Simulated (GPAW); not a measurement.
Here is a GPAW 26.7.0 calculation.

The input run.py:

```python
from ase.eos import EquationOfState
from ase.io import Trajectory, read
from ase.units import GPa
from gpaw import GPAW, PW

atoms = read('POSCAR')

traj = Trajectory('eos.traj', 'w')
volumes, energies = [], []
for x in [0.94, 0.96, 0.98, 1.0, 1.02, 1.04, 1.06]:
    a = atoms.copy()
    a.set_cell(atoms.cell * x**(1 / 3), scale_atoms=True)
    calc = GPAW(mode=PW(600),
                xc={'name': 'vdW-DF2', 'backend': 'libvdwxc'},
                kpts={'size': (9, 9, 9), 'gamma': True},
                occupations={'name': 'fermi-dirac', 'width': 0.05},
                nbands=17,
                convergence={'density': 1e-05, 'energy': 1e-05},
                maxiter=150,
                txt=f'eos-{x:.2f}.txt')
    a.calc = calc
    energies.append(a.get_potential_energy(force_consistent=True))
    volumes.append(a.get_volume())
    calc.write(f'eos-{x:.2f}.gpw')
    traj.write(a)
    print(f'{x:.2f} {volumes[-1]:10.4f} A^3 {energies[-1]:14.6f} eV', flush=True)

v0, e0, B = EquationOfState(volumes, energies, eos='birchmurnaghan').fit()
print(f'V0 = {v0:.4f} A^3, E0 = {e0:.6f} eV, B0 = {B / GPa:.2f} GPa')
```

The input POSCAR:

```
Pt
1.0
    0.0000000000      1.9609000000      1.9609000000
    1.9609000000      0.0000000000      1.9609000000
    1.9609000000      1.9609000000      0.0000000000
Pt
1
Direct
    0.0000000000      0.0000000000      0.0000000000
```

Potentials or basis: GPAW PAW data sets (gpaw-data 1.2.1), pw.

The run is started by

```console
$ OMP_NUM_THREADS=1 python run.py
```

Task: Predict the equilibrium volume.

Result: Outside the volumes run.

Energy against volume, from the lowest point:
| volume (Å³/atom) | energy (meV/atom) |
| --- | --- |
| 14.175 | 462.91 |
| 14.477 | 350.08 |
| 14.778 | 253.66 |
| 15.080 | 171.88 |
| 15.381 | 103.23 |
| 15.683 | 46.32 |
| 15.985 | 0.00 |

Caveat: the PAW data sets were made with another functional, which shifts forces and pressure a little. The run has no spin-orbit coupling, so splittings on Pt are missing.
